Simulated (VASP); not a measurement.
# MgO (P-6m2) in VASP: further runs, part 2 of 4

VASP 6.6.1.

**3. G0W0 quasiparticle levels, PBE**

POSCAR

```
MgO
1.0
    2.9380209034      0.0000000000      0.0000000000
   -1.4690104517      2.5444007392      0.0000000000
    0.0000000000      0.0000000000      2.6796800000
Mg O
1 1
Direct
    0.0000000000      0.0000000000      0.0000000000
    0.3333333333      0.6666666667      0.5000000000
```

INCAR.step1

```
SYSTEM = MgO
ALGO     = Normal         ! electronic algorithm
EDIFF    = 1E-8           ! SCF threshold, eV
ENCUT    = 450            ! plane-wave cutoff, eV
GGA      = PE             ! functional
ISMEAR   = 0              ! smearing method
LASPH    = .TRUE.         ! aspherical terms in the spheres
LCHARG   = .FALSE.        ! write CHGCAR
LREAL    = .FALSE.        ! projectors in reciprocal space
LWAVE    = .TRUE.         ! write WAVECAR
NELM     = 60             ! most SCF steps
PREC     = Accurate       ! precision mode
SIGMA    = 0.01           ! smearing width, eV
```

INCAR.step2

```
SYSTEM = MgO
ALGO     = Exact          ! electronic algorithm
EDIFF    = 1E-8           ! SCF threshold, eV
ENCUT    = 450            ! plane-wave cutoff, eV
GGA      = PE             ! functional
ISMEAR   = 0              ! smearing method
ISTART   = 1            
LASPH    = .TRUE.         ! aspherical terms in the spheres
LCHARG   = .FALSE.        ! write CHGCAR
LOPTICS  = .TRUE.         ! frequency-dependent dielectric function
LREAL    = .FALSE.        ! projectors in reciprocal space
LWAVE    = .TRUE.         ! write WAVECAR
NBANDS   = 52             ! bands
NELM     = 1              ! most SCF steps
PREC     = Accurate       ! precision mode
SIGMA    = 0.01           ! smearing width, eV
```

INCAR.step3

```
SYSTEM = MgO
ALGO     = EVGW0          ! electronic algorithm
EDIFF    = 1E-8           ! SCF threshold, eV
ENCUT    = 450            ! plane-wave cutoff, eV
ENCUTGW  = 150            ! cutoff of the response function
GGA      = PE             ! functional
ISMEAR   = 0              ! smearing method
ISTART   = 1            
LASPH    = .TRUE.         ! aspherical terms in the spheres
LCHARG   = .FALSE.        ! write CHGCAR
LREAL    = .FALSE.        ! projectors in reciprocal space
LWAVE    = .FALSE.        ! write WAVECAR
NBANDS   = 52             ! bands
NBANDSGW = 12           
NELMGW   = 1            
NOMEGA   = 36             ! frequency points
PREC     = Accurate       ! precision mode
PRECFOCK = Fast         
SIGMA    = 0.01           ! smearing width, eV
```

KPOINTS

```
k-points
0
G
  3 3 3
  0 0 0
```

Potentials or basis: VASP PAW PBE potentials, release 64 (Mg_GW, O_GW).

Started as:

```sh
$ cat potpaw_PBE.64/Mg_GW/POTCAR potpaw_PBE.64/O_GW/POTCAR > POTCAR
$ cp INCAR.step1 INCAR
$ mpirun -np 1 vasp_std > vasp.out
$ cp INCAR.step2 INCAR
$ mpirun -np 1 vasp_std > vasp.out
$ cp INCAR.step3 INCAR
$ mpirun -np 1 vasp_std > vasp.out
```

OUTCAR:

```text
SYSTEM = MgO
   EDIFF = 1E-8
   ENCUT = 450
   ENCUTGW = 150
   GGA = PE
   ISMEAR = 0
   ISTART = 1
   LASPH = .TRUE.
   LREAL = .FALSE.
   NELMGW = 1
   PREC = Accurate
   PRECFOCK = Fast

 Found      6 irreducible k-points:

 Following reciprocal coordinates:
            Coordinates               Weight
  0.000000  0.000000  0.000000      1.000000
  0.333333  0.000000  0.000000      6.000000
  0.333333  0.333333  0.000000      2.000000
  0.000000  0.000000  0.333333      2.000000
  0.333333  0.000000  0.333333     12.000000
  0.333333  0.333333  0.333333      4.000000
   k-points           NKPTS =      6   k-points in BZ     NKDIM =     27   number of bands    NBANDS=     52
   number of dos      NEDOS =    301   number of ions     NIONS =      2
   total plane-waves  NPLWV =   8000
   dimension x,y,z NGX =    20 NGY =   20 NGZ =   20
   dimension x,y,z NGXF=    40 NGYF=   40 NGZF=   40
   ions per type =               1   1
   NGX,Y,Z   is equivalent  to a cutoff of  11.32, 11.32, 12.41 a.u.
   NGXF,Y,Z  is equivalent  to a cutoff of  22.63, 22.63, 24.82 a.u.
 SYSTEM =  MgO
   PREC   = accura    normal or accurate (medium, high low for compatibility)
   ISTART =      1    job   : 0-new  1-cont  2-samecut
   ICHARG =      0    charge: 1-file 2-atom 10-const
   ISPIN  =      1    spin polarized calculation?
   LNONCOLLINEAR =      F non collinear calculations
   LSORBIT =      F    spin-orbit coupling
   LASPH  =      T    aspherical Exc in radial PAW
   ENCUT  =  450.0 eV  33.07 Ry    5.75 a.u.   5.08  5.08  4.63*2*pi/ulx,y,z
   NELM   =     60;   NELMIN=  2; NELMDL=  0     # of ELM steps
   EDIFF  = 0.1E-07   stopping-criterion for ELM
   LREAL  =      F    real-space projection
   EDIFFG = 0.1E-06   stopping-criterion for IOM
   NSW    =      0    number of steps for IOM
   IBRION =     -1    ionic relax: 0-MD 1-quasi-New 2-CG
   NFREE  =      0    steps in history (QN), initial steepest desc. (CG)
   ISIF   =      0    stress and relaxation
   ISYM   =      3    0-nonsym 1-usesym 2-fastsym
   POTIM  = 0.5000    time-step for ionic-motion
   TEBEG  =    0.0;   TEEND  =   0.0 temperature during run
   PSTRESS=    0.0 pullay stress
   NELECT =       8.0000    total number of electrons
   NUPDOWN=      -1.0000    fix difference up-down
   EMIN   =  10.00;   EMAX   =-10.00  energy-range for DOS
   EFERMI =   0.00;   METHOD = LEGACY
   ISMEAR =     0;   SIGMA  =   0.01  broadening in eV -4-tet -1-fermi 0-gaus
   EFERMI_NEDOS =   21; number of points for ismear=-14 and -15
   IALGO  =     38    algorithm
   IMIX   =      4    mixing-type and parameters
     AMIX     =   0.40;   BMIX     =  1.00
     AMIX_MAG =   1.60;   BMIX_MAG =  1.00
  volume/ion in A,a.u.               =      10.02        67.59
  Fermi-wavevector in a.u.,A,eV,Ry     =   1.205583  2.278221 19.775115  1.453430
  Thomas-Fermi vector in A             =   2.341275
   LORBIT       =      0    0 simple, 1 ext, 2 COOP (PROOUT), +10 PAW based schemes
   GGA     = PE    functional components
   LHFCALC =     T    Hartree Fock is set to
   PRECFOCK=fast      Normal, Fast or Accurate (Low or Medium for compatibility)
   ENCUT4O =  -1.0   cutoff for four orbital integrals eV
   NKREDX  =     1    reduce k-point grid by
   NKREDY  =     1    reduce k-point grid by
   NKREDZ  =     1    reduce k-point grid by
   AEXX    =    1.0000 exact exchange contribution
   HFSCREEN=    0.0000 screening length (either q_TF or 0.3 A-1)
   HFSCREENC=   0.0000 screening length for correlation (either q_TF or 0.3 A-1)
   ENCUTFOCK=  -1.0 apply spherical cutoff to Coloumb kernel
   IVDW    =     0    specifies the selected vdW correction
   LEPSILON=     F    determine dielectric tensor
   LRPA    =     F    only Hartree local field effects (RPA)
   LRPAFORCE           =     F    calculate RPA forces
   ENCUTGW             = 150.0    cutoff for response function in eV
   ENCUTGWSOFT         = 120.0    soft cutoff for Coulomb kernel in GW response function in eV
   ENCUTLF             =  -1.0    cutoff for local field effects
   NELMGW              =     1    number of iterations in solving QP/BSE equation
   NELMHF              =     1    number of iterations in the inner HF iteration
   NKREDLFX            =     1    NKREDLFY  =   1   NKREDLFZ  =   1
 non-spin polarized calculation
 Gauss-broadening in eV      SIGMA  =   0.01
  energy-cutoff  :      450.00
  volume of cell :       20.03
 maximum number of plane-waves:       447
  NGX = 12; NGY = 12; NGZ = 10
   NGX = 11   NGY = 11   NGZ =  9
 maximum number of plane-waves:        93

 QP shifts <psi_nk| G(iteration)W_0 |psi_nk>: iteration 1
 for sc-GW calculations column KS-energies equals QP-energies in previous step
 and V_xc(KS)=  KS-energies - (<T + V_ion + V_H > + <T+V_H+V_ion>^1  + <V_x>^1)

 k-point   1 :       0.0000    0.0000    0.0000
  band No.  KS-energies  QP-energies   sigma(KS)   V_xc(KS)     V^pw_x(r,r')   Z            occupation Imag(sigma)

      1     -14.0514     -15.9010     -20.8647     -18.1184     -29.8309       0.6735       2.0000       1.3547
      2       2.7905       1.8243     -20.4394     -19.1489     -24.8620       0.7488       2.0000       0.2161
      3       2.7905       1.8243     -20.4394     -19.1489     -24.8620       0.7488       2.0000       0.2161
      4       2.9934       1.9961     -20.5914     -19.2552     -25.0520       0.7464       2.0000       0.2169
      5       6.3348       7.2912      -9.9996     -11.1969      -6.4452       0.7989       0.0000      -0.1495
      6      15.1989      16.1843      -7.6966      -8.9289      -3.1427       0.7996       0.0000      -0.2025
      7      18.8451      19.9135      -7.4123      -8.7582      -2.6576       0.7938       0.0000      -0.3028
      8      18.8451      19.9135      -7.4123      -8.7582      -2.6576       0.7938       0.0000      -0.3028
      9      23.1418      24.0754      -7.3217      -8.4528      -2.0767       0.8254       0.0000      -0.7259
     10      24.1055      25.5134      -9.1529     -10.9707      -3.4194       0.7745       0.0000      -0.7410
     11      25.7686      27.2436      -9.2953     -11.2092      -3.4219       0.7706       0.0000      -0.7753
     12      25.7686      27.2436      -9.2953     -11.2092      -3.4219       0.7706       0.0000      -0.7753

 k-point   2 :       0.3333    0.0000    0.0000
  band No.  KS-energies  QP-energies   sigma(KS)   V_xc(KS)     V^pw_x(r,r')   Z            occupation Imag(sigma)

      1     -13.3016     -15.1528     -21.6338     -18.9230     -30.5231       0.6829       2.0000       1.2574
      2      -0.6933      -2.0100     -16.7963     -14.9983     -21.1861       0.7323       2.0000       0.2978
      3       2.2383       1.1839     -19.8931     -18.4795     -24.3327       0.7459       2.0000       0.2218
      4       3.2573       2.3042     -20.9014     -19.6329     -25.3549       0.7514       2.0000       0.2141
      5       9.4490      10.4788     -10.1698     -11.4787      -6.3493       0.7868       0.0000      -0.1672
      6      13.8168      15.1002      -9.7539     -11.4007      -5.3661       0.7793       0.0000      -0.2131
      7      17.0286      18.3014      -9.3975     -11.0204      -4.7354       0.7843       0.0000      -0.2497
      8      20.6299      21.9962      -9.0525     -10.8126      -3.7298       0.7762       0.0000      -0.5064
      9      22.6502      23.9113      -7.9339      -9.5500      -2.8800       0.7803       0.0000      -0.4511
     10      24.2612      25.3846      -7.6379      -9.0559      -2.2680       0.7923       0.0000      -0.6513
     11      28.4014      29.7489      -8.0764      -9.7557      -2.5303       0.8024       0.0000      -0.8087
     12      28.6775      30.1083      -7.9980      -9.7897      -2.3205       0.7986       0.0000      -0.8907
[... 36 lines left out ...]
      1     -12.6841     -14.5416     -22.1729     -19.4958     -30.9950       0.6938       2.0000       1.2093
      2      -0.1420      -1.4122     -17.5395     -15.8134     -21.9801       0.7359       2.0000       0.2834
      3       0.4973      -0.7469     -18.2900     -16.5961     -22.7862       0.7345       2.0000       0.2636
      4       2.6057       1.6079     -20.2772     -18.9460     -24.7013       0.7496       2.0000       0.2160
      5      10.2657      11.2424      -9.5759     -10.8206      -5.6756       0.7847       0.0000      -0.1741
      6      14.0770      15.2579      -8.8877     -10.3842      -4.4558       0.7891       0.0000      -0.2094
      7      17.5568      19.0064     -10.5875     -12.4714      -5.6905       0.7695       0.0000      -0.3293
      8      19.1051      20.4287      -9.6090     -11.3164      -4.6200       0.7752       0.0000      -0.3691
      9      19.4153      20.6440      -7.8802      -9.4416      -2.9784       0.7869       0.0000      -0.3555
     10      24.4773      25.8329      -7.9545      -9.6617      -2.5769       0.7941       0.0000      -0.6743
     11      24.9210      26.2509      -8.6406     -10.3240      -3.3095       0.7900       0.0000      -0.5610
     12      31.3109      32.7514      -7.3010      -9.0698      -1.7014       0.8144       0.0000      -1.0232

 k-point   6 :       0.3333    0.3333    0.3333
  band No.  KS-energies  QP-energies   sigma(KS)   V_xc(KS)     V^pw_x(r,r')   Z            occupation Imag(sigma)

      1     -12.3507     -14.1847     -22.5500     -19.9088     -31.3587       0.6944       2.0000       1.1781
      2       0.5429      -0.6971     -18.1056     -16.4247     -22.5381       0.7377       2.0000       0.2575
      3       0.5548      -0.7058     -17.9502     -16.2473     -22.3246       0.7402       2.0000       0.2544
      4       0.6311      -0.5733     -18.8267     -17.1834     -23.4320       0.7329       2.0000       0.2666
      5      10.3439      11.1360      -8.1569      -9.1622      -4.0414       0.7879       0.0000      -0.1803
      6      14.3392      15.7293      -9.1407     -10.9097      -4.8303       0.7858       0.0000      -0.2034
      7      17.1807      18.5766      -9.5274     -11.3342      -4.7143       0.7726       0.0000      -0.2624
      8      18.4935      19.7087     -10.0091     -11.5690      -5.1345       0.7790       0.0000      -0.3502
      9      18.5988      20.2177     -11.2185     -13.3477      -6.0926       0.7603       0.0000      -0.4052
     10      24.6062      25.9430      -9.1656     -10.8648      -3.6880       0.7867       0.0000      -0.6257
     11      29.4038      30.9357      -7.8647      -9.7826      -2.3428       0.7987       0.0000      -0.8000
     12      30.6721      31.9761      -7.0405      -8.6434      -1.5206       0.8135       0.0000      -0.9765
```

Wall time 7.1 s (1 thread of Intel Xeon 6975P-C (Granite Rapids), shared host); peak memory 0.14 GiB.

The run converged, but some of its settings lie outside the range that counts as converged, so its numbers aren't taken as properties of the crystal.

What came out:

- Band gap on the k mesh, mean-field level: 2.93 eV, indirect (least direct gap 3.34 eV)
- Quasiparticle gap: 4.82 eV
- Least direct quasiparticle gap: 5.30 eV

Caveat: the k mesh is coarse (spacing up to 0.82 Å⁻¹), so the values aren't converged; bands, screening cutoff and mesh are small and nothing is extrapolated, so the quasiparticle values aren't converged; an odd mesh through Γ misses points on the zone boundary, where band edges often lie.

[end of part 2 of 4]
